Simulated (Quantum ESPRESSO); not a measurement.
Ta in Quantum ESPRESSO: the effect of strain

The system is Ta.

```
CELL_PARAMETERS angstrom
2.78436 0.00000 0.00000
-1.39218 2.51180 0.00000
0.00000 0.00000 5.16627
ATOMIC_POSITIONS crystal
Ta 0.33333 0.66667 0.25000
Ta 0.66667 0.33333 0.75000
```

This isn't the form of Ta at room conditions, which is bcc.

Alike in all runs:

```yaml
Program: Quantum ESPRESSO 7.5
Task: relaxation of the atoms
Functional: PBEsol
Potentials_or_basis: GBRV 1.5 PBEsol
Cutoff: 762 eV
Density_cutoff: 6095 eV
k_mesh: 11 × 11 × 5
Occupations: fermi-dirac, width 0.05 eV
Spin: no spin polarisation
Kind_of_strain: uniaxial_x
Mixing_beta: 0.5
Most_SCF_iterations: 120
SCF_threshold: 4e-10 Ry
Most_ionic_steps: 40
Forc_conv_thr: 0.0004 Ry/bohr
Etot_conv_thr: 1e-05 Ry
```

Each run relaxes the cell or the atoms first.

Question: One run gave: pressure -15.1 GPa. Which strain did it use?
A. 0.04
B. 0
C. -0.02
D. -0.04
E. -0.01

Answer: A.

```csv
strain,pressure (GPa)
-0.04,0.6
-0.02,-3.4
-0.01,-5.4
0,-7.5
0.04,-15.1
```

Caveats: the relaxation stopped at its first step, so nothing moved (some runs).
